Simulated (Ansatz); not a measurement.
**W: response to strain**

Aim: deform W (equal xx and yy strain of -2 %) and compute stress, forces and field gradients with LAPW, PAW and all-electron datasets made for the crystal.

Computed with Ansatz 0.2.0 (DFT PBE, scalar-relativistic, unless a step's input says otherwise).

**1. The starting structure**

The structure is cubic, space group Fm-3m (No. 225). Conventional cell: a = 4.060 Å, b = 4.060 Å, c = 4.060 Å, α = 90.00°, β = 90.00°, γ = 90.00°. W (site symmetry m-3m) has 12 W at 2.87 Å as nearest neighbours.

Coordinates:

```
CELL_PARAMETERS angstrom
0.00000 2.03000 2.03000
2.03000 0.00000 2.03000
2.03000 2.03000 0.00000
ATOMIC_POSITIONS crystal
W 0.00000 0.00000 0.00000
```

**2. The deformed structure**

Space group Fm-3m before, I4/mmm after.

**3. Full-potential LAPW**

File input.yaml:

```yaml
crystal:
  lattice:
    - [0.0, 1.9894, 2.03]
    - [1.9894, 0.0, 2.03]
    - [1.9894, 1.9894, 0.0]
  atoms:
    - { symbol: W, position: [0.0, 0.0, 0.0] }
kpoints:
  mp_grid: { grid: [14, 14, 14] }
  band_path:
    path:
      - [0.0, 0.0, 0.0]
      - [0.0, 0.5, 0.5]
      - [0.25, 0.75, 0.5]
      - [0.0, 0.5, 0.0]
      - [0.0, 0.0, 0.0]
      - [0.5, 0.5, 0.0]
      - [0.37005, 0.62995, 0.0]
      - [-0.37005, 0.37005, 0.0]
      - [0.0, 0.0, 0.0]
    npoints: 5
scf:
  occupations: { method: fermi_dirac, width: 0.05 }
hamiltonian:
  xc: pbe
  pseudopotentials: { kind: all_electron, lapw: { basis_error: 0.00025 } }
output:
  forces: true
  stress: true
  eigenvalues: true
```

On the command line:

```sh
$ ansatz run input.yaml --threads 1 --pin off --max-ram 3072MiB --backend cpu --events-out ev --progress --plain --runs-dir out
```

**4. PAW with frozen cores**

File input.yaml:

```yaml
crystal:
  lattice:
    - [0.0, 1.9894, 2.03]
    - [1.9894, 0.0, 2.03]
    - [1.9894, 1.9894, 0.0]
  atoms:
    - { symbol: W, position: [0.0, 0.0, 0.0] }
kpoints:
  mp_grid: { grid: [14, 14, 14] }
scf:
  occupations: { method: fermi_dirac, width: 0.05 }
hamiltonian:
  xc: pbe
  pseudopotentials: { kind: paw }
output:
  forces: true
  stress: true
  eigenvalues: true
  efg: { contact_densities: true }
```

**5. Datasets made for this crystal**

input.yaml, as its differences from that of step 4:

```diff
@@ -13,3 +13,3 @@
   xc: pbe
-  pseudopotentials: { kind: paw }
+  pseudopotentials: { kind: all_electron, datasets: crystal }
 output:
```

(Steps that only read results are left out.)

What does the calculation give? Wanted: pressure; largest shear or deviatoric stress.

**Answer**, as computed:

| quantity | value |
| --- | --- |
| pressure | LAPW 7.02, PAW 6.96, crystal datasets 7.03 GPa |
| largest shear or deviatoric stress (LAPW) | 4.14 GPa |

What this shows: The largest part of the stress beyond the pressure is 4.14 GPa in size, in the zz component. No run of the undeformed cell stands beside it, so the pressure holds what the given cell had before the change. PAW: stress within 0.07 GPa of LAPW. Crystal datasets: stress within 0.01 GPa of LAPW. Spin-orbit coupling is left out, though the cell holds W; in elements this heavy it can shift bands and gaps by tenths of an eV.
